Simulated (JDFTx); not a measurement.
# InP (F-43m) in JDFTx: convergence with k mesh

Aim: find how far k mesh must go before the results for InP settle, at PBE. This setting moves, with any that are tied to it; all else stays.

Everything below comes from runs of JDFTx 1.7.0 (patched build). Logs are shortened: lines on timing, memory, paths and dates and some standing lists are left out, and cuts for length are marked. The log counts tension as positive stress, the text compression.

### Step 1. The structure

Symmetry: F-43m, No. 216, cubic system. The conventional cell has a = 5.861 Å, b = 5.861 Å, c = 5.861 Å, α = 90.00°, β = 90.00°, γ = 90.00°. In (site symmetry -43m) has 4 P at 2.54 Å as nearest neighbours. P (site symmetry -43m) is surrounded by 4 In at 2.54 Å.

### Step 2. With k mesh 1 × 1 × 1

Input file InP.in:

```
lattice \
    0.0000000000     5.5378424082     5.5378424082 \
    5.5378424082     0.0000000000     5.5378424082 \
    5.5378424082     5.5378424082     0.0000000000
coords-type Lattice
ion In     0.0000000000     0.0000000000     0.0000000000 1
ion P      0.7500000000     0.7500000000     0.7500000000 1

ion-species pseudo/In.upf
ion-species pseudo/P.upf
elec-cutoff 41 328
elec-ex-corr gga-PBE
kpoint-folding 1 1 1
elec-smearing Fermi 0.0018374661
elec-n-bands 19
electronic-SCF nIterations 100 energyDiffThreshold 1e-09
electronic-minimize nIterations 30 energyDiffThreshold 1e-7
converge-empty-states yes
forces-output-coords Cartesian

dump-name run.$VAR
dump End Ecomponents EigStats BandEigs Kpoints Forces Stress
```

Potentials or basis: PseudoDojo-SR-PBE-0.5-stringent.

Command:

```sh
$ jdftx -c 1 -i InP.in -o InP.out
```

Wall time 11 s (1 thread of Arm Neoverse V1, shared host); peak memory 0.12 GiB.

What came out:

* Free energy: -5347.7438 eV
* Pressure: 46.0 GPa
* Loewdin charges: In +1.19; P -1.09 e

### Step 3. With k mesh 2 × 2 × 2

Changes to InP.in since step 2:

```diff
@@ -12,3 +12,3 @@
 elec-ex-corr gga-PBE
-kpoint-folding 1 1 1
+kpoint-folding 2 2 2
 elec-smearing Fermi 0.0018374661
```

Potentials or basis: PseudoDojo-SR-PBE-0.5-stringent.

Command:

```sh
$ jdftx -c 1 -i InP.in -o InP.out
```

Wall time 18 s (1 thread of Arm Neoverse V1, shared host); peak memory 0.12 GiB.

Results:

| Property | Result |
| --- | --- |
| Free energy | -5360.9354 eV |
| Pressure | 7.4 GPa |
| Band gap on the k mesh | 0.61 eV, direct |
| Loewdin charges | In +0.46; P -0.42 e |

### Step 4. With k mesh 3 × 3 × 3

Changes to InP.in since step 3:

```diff
@@ -12,3 +12,3 @@
 elec-ex-corr gga-PBE
-kpoint-folding 2 2 2
+kpoint-folding 3 3 3
 elec-smearing Fermi 0.0018374661
```

Command:

```sh
$ jdftx -c 1 -i InP.in -o InP.out
```

Run time: 22 s. Hardware: 1 thread of Arm Neoverse V1, shared host; peak memory 0.13 GiB.

What came out:

```yaml
Free_energy: -5362.3592 eV
Pressure: 4.2 GPa
Band_gap_on_the_k_mesh: 0.67 eV, direct
Loewdin_charges: In +0.32; P -0.28 e
```

### Step 5. With k mesh 4 × 4 × 4

Changes to InP.in since step 4:

```diff
@@ -12,3 +12,3 @@
 elec-ex-corr gga-PBE
-kpoint-folding 3 3 3
+kpoint-folding 4 4 4
 elec-smearing Fermi 0.0018374661
```

Command:

```sh
$ jdftx -c 1 -i InP.in -o InP.out
```

Run time: 42 s. Hardware: 1 thread of Arm Neoverse V1, shared host; peak memory 0.13 GiB.

Results:

| Property | Result |
| --- | --- |
| Free energy | -5362.6479 eV |
| Pressure | 3.5 GPa |
| Band gap on the k mesh | 0.70 eV, direct |
| Loewdin charges | In +0.29; P -0.25 e |

### Step 6. With k mesh 5 × 5 × 5

Changes to InP.in since step 5:

```diff
@@ -12,3 +12,3 @@
 elec-ex-corr gga-PBE
-kpoint-folding 4 4 4
+kpoint-folding 5 5 5
 elec-smearing Fermi 0.0018374661
```

Potentials or basis: PseudoDojo-SR-PBE-0.5-stringent.

Command:

```sh
$ jdftx -c 1 -i InP.in -o InP.out
```

Wall time 50 s (1 thread of Arm Neoverse V1, shared host); peak memory 0.13 GiB.

The run converged. Its results:

* Free energy: -5362.7232 eV
* Pressure: 3.4 GPa
* Band gap on the k mesh: 0.70 eV, direct
* Loewdin charges: In +0.28; P -0.24 e

### Step 7. With k mesh 6 × 6 × 6

Changes to InP.in since step 6:

```diff
@@ -12,3 +12,3 @@
 elec-ex-corr gga-PBE
-kpoint-folding 5 5 5
+kpoint-folding 6 6 6
 elec-smearing Fermi 0.0018374661
```

Command:

```sh
$ jdftx -c 1 -i InP.in -o InP.out
```

It took 78 s on 1 thread of Arm Neoverse V1, shared host; peak memory 0.14 GiB.

It converged, with:

```yaml
Free_energy: -5362.7461 eV
Pressure: 3.3 GPa
Band_gap_on_the_k_mesh: 0.71 eV, direct
Loewdin_charges: In +0.27; P -0.23 e
```

### Step 8. With k mesh 8 × 8 × 8

Changes to InP.in since step 7:

```diff
@@ -12,3 +12,3 @@
 elec-ex-corr gga-PBE
-kpoint-folding 6 6 6
+kpoint-folding 8 8 8
 elec-smearing Fermi 0.0018374661
```

Command:

```sh
$ jdftx -c 1 -i InP.in -o InP.out
```

It took 2.3 min on 1 thread of Arm Neoverse V1, shared host; peak memory 0.16 GiB.

The run converged. Its results:

| Item | Value |
| --- | --- |
| Free energy | -5362.7568 eV |
| Pressure | 3.3 GPa |
| Band gap on the k mesh | 0.71 eV, direct |
| Loewdin charges | In +0.27; P -0.23 e |

### Step 9. With k mesh 10 × 10 × 10

Changes to InP.in since step 8:

```diff
@@ -12,3 +12,3 @@
 elec-ex-corr gga-PBE
-kpoint-folding 8 8 8
+kpoint-folding 10 10 10
 elec-smearing Fermi 0.0018374661
```

Potentials or basis: PseudoDojo-SR-PBE-0.5-stringent.

Command:

```sh
$ jdftx -c 1 -i InP.in -o InP.out
```

Log:

```text
*************** JDFTx 1.7.0 (patched build) ***************

Input parsed successfully to the following command list (including defaults):
[... the input with its defaults ...]

---------- Setting up symmetries ----------

Found 48 point-group symmetries of the bravais lattice
Found 24 space-group symmetries with basis
Applied RMS atom displacement 0 bohrs to make symmetries exact.

---------- Initializing the Grid ----------
R =
[            0      5.53784      5.53784  ]
[      5.53784            0      5.53784  ]
[      5.53784      5.53784            0  ]
unit cell volume = 339.666
G =
[  -0.567295   0.567295   0.567295  ]
[   0.567295  -0.567295   0.567295  ]
[   0.567295   0.567295  -0.567295  ]
Minimum fftbox size, Smin = [  64  64  64  ]
Chosen fftbox size, S = [  64  64  64  ]

---------- Initializing tighter grid for wavefunction operations ----------
R =
[            0      5.53784      5.53784  ]
[      5.53784            0      5.53784  ]
[      5.53784      5.53784            0  ]
unit cell volume = 339.666
G =
[  -0.567295   0.567295   0.567295  ]
[   0.567295  -0.567295   0.567295  ]
[   0.567295   0.567295  -0.567295  ]
Minimum fftbox size, Smin = [  48  48  48  ]
Chosen fftbox size, S = [  48  48  48  ]

---------- Exchange Correlation functional ----------
Initalized PBE GGA exchange.
Initalized PBE GGA correlation.

---------- Setting up pseudopotentials ----------
Width of ionic core gaussian charges (only for fluid interactions / plotting) set to 0

Reading pseudopotential file 'pseudo/In.upf':
  'In' pseudopotential, 'PBE' functional
  Generated using ONCVPSP code by D. R. Hamann
  21 valence electrons, 5 orbitals, 6 projectors, 1001 radial grid points, with lMax = 2
    4S    l: 0   occupation:  2.0   eigenvalue: -4.397411
[... 54 lines left out ...]
	FillingsUpdate:  mu: +0.315677867  nElectrons: 26.000000
SCF: Cycle:  1   F: -197.077551043466855   dF: -1.080e-03   |Residual|: 2.516e-02   |deigs|: 1.039e-02
	FillingsUpdate:  mu: +0.318372947  nElectrons: 26.000000
SCF: Cycle:  2   F: -197.077720863672823   dF: -1.698e-04   |Residual|: 4.261e-03   |deigs|: 5.944e-03
	FillingsUpdate:  mu: +0.319195704  nElectrons: 26.000000
SCF: Cycle:  3   F: -197.077734727602405   dF: -1.386e-05   |Residual|: 1.832e-03   |deigs|: 6.389e-04
	FillingsUpdate:  mu: +0.319826404  nElectrons: 26.000000
SCF: Cycle:  4   F: -197.077737887528571   dF: -3.160e-06   |Residual|: 8.246e-04   |deigs|: 6.971e-04
	FillingsUpdate:  mu: +0.319840444  nElectrons: 26.000000
SCF: Cycle:  5   F: -197.077738363329757   dF: -4.758e-07   |Residual|: 1.653e-04   |deigs|: 2.278e-04
	FillingsUpdate:  mu: +0.319846719  nElectrons: 26.000000
SCF: Cycle:  6   F: -197.077738440185072   dF: -7.686e-08   |Residual|: 8.937e-05   |deigs|: 1.822e-04
	FillingsUpdate:  mu: +0.319851767  nElectrons: 26.000000
SCF: Cycle:  7   F: -197.077738458710797   dF: -1.853e-08   |Residual|: 2.087e-05   |deigs|: 1.766e-04
	FillingsUpdate:  mu: +0.319854202  nElectrons: 26.000000
SCF: Cycle:  8   F: -197.077738464645364   dF: -5.935e-09   |Residual|: 1.073e-05   |deigs|: 1.886e-04
	FillingsUpdate:  mu: +0.319855154  nElectrons: 26.000000
SCF: Cycle:  9   F: -197.077738466619024   dF: -1.974e-09   |Residual|: 7.190e-06   |deigs|: 2.592e-04
	FillingsUpdate:  mu: +0.319854798  nElectrons: 26.000000
SCF: Cycle: 10   F: -197.077738467337355   dF: -7.183e-10   |Residual|: 3.138e-06   |deigs|: 2.925e-04
	FillingsUpdate:  mu: +0.319854874  nElectrons: 26.000000
SCF: Cycle: 11   F: -197.077738467575074   dF: -2.377e-10   |Residual|: 9.450e-07   |deigs|: 3.067e-04
SCF: Converged (|Delta E|<1.000000e-09 for 2 iters).

Setting wave functions to eigenvectors of Hamiltonian
Converging empty states (this may take a while): |deigs|: 1.933e-03

# Stress tensor in Cartesian coordinates [Eh/a0^3]:
[ -0.000114025            0            0  ]
[            0 -0.000114025            0  ]
[            0            0 -0.000114025  ]

# Ionic positions in lattice coordinates:
ion In   0.000000000000000   0.000000000000000   0.000000000000000 1
ion P   0.750000000000000   0.750000000000000   0.750000000000000 1

# Forces in Cartesian coordinates:
force In  -0.000000000000000  -0.000000000000000  -0.000000000000000 1
force P  -0.000000000000000  -0.000000000000000   0.000000000000000 1

# Energy components:
   Eewald =     -104.0546168680205170
       EH =       74.4859011248217229
     Eloc =     -201.0734706359395148
      Enl =      -15.8260131835210558
      Exc =      -30.1437318318603111
 Exc_core =        9.3084146932682916
       KE =       70.2257783505460083
-------------------------------------
     Etot =     -197.0777383507053742
       TS =        0.0000001168697090
-------------------------------------
        F =     -197.0777384675750739

IonicMinimize: Iter:   0  F: -197.077738467575074  |grad|_K:  1.494e-36
IonicMinimize: Converged (|grad|_K<1.000000e-04).

#--- Lowdin population analysis ---
# oxidation-state In +0.268
# oxidation-state P -0.229

Dumping 'run.eigStats' ...
	eMin: -3.921637 at state 0 ( [ +0.000000 +0.000000 +0.000000 ] spin 0 )
	HOMO: +0.305319 at state 0 ( [ +0.000000 +0.000000 +0.000000 ] spin 0 )
	mu  : +0.319855
	LUMO: +0.331424 at state 0 ( [ +0.000000 +0.000000 +0.000000 ] spin 0 )
	eMax: +0.721197 at state 45 ( [ +0.200000 +0.400000 -0.300000 ] spin 0 )
	HOMO-LUMO gap: +0.026104
	Optical gap  : +0.026104 at state 0 ( [ +0.000000 +0.000000 +0.000000 ] spin 0 )
Done!
[note: mu as printed may lie anywhere between the filled and the empty levels]
```

Wall time 3.6 min (1 thread of Arm Neoverse V1, shared host); peak memory 0.23 GiB.

Results:

```yaml
Free_energy: -5362.7585 eV
Pressure: 3.4 GPa
Band_gap_on_the_k_mesh: 0.71 eV, direct
Loewdin_charges: In +0.27; P -0.23 e
```

### Step 10. Result

```
      k mesh  energy less the tightest run, at zero smearing (meV/atom)  pressure (GPa)  gap on the mesh (eV)  SCF cycles  CPU time (s)  peak memory (GiB)
   1 × 1 × 1                                                    7535.64           45.96                     -          15            11               0.12
   2 × 2 × 2                                                     911.73            7.43                 0.607          12            18               0.12
   3 × 3 × 3                                                     199.65            4.21                 0.675          12            22               0.13
   4 × 4 × 4                                                      55.28            3.55                 0.697          12            42               0.13
   5 × 5 × 5                                                      17.63            3.38                 0.705          12            50               0.13
   6 × 6 × 6                                                       6.20            3.35                 0.708          12            78               0.14
   8 × 8 × 8                                                       0.85            3.35                 0.710          12           140               0.16
10 × 10 × 10                                                       0.00            3.35                 0.710          12           220               0.23
```

Against the tightest run, the energy stays within 1 meV/atom from 8 × 8 × 8 on; the pressure stays within 0.1 GPa from 5 × 5 × 5 on; the gap on the mesh stays within 0.01 eV from 5 × 5 × 5 on. Meshes of other sizes hit other points, so gaps and Fermi surfaces needn't settle smoothly. The tightest run that finished is the yardstick and may itself not be fully converged.

Caveats: spin-orbit coupling is left out, which moves the levels of the heavy elements.
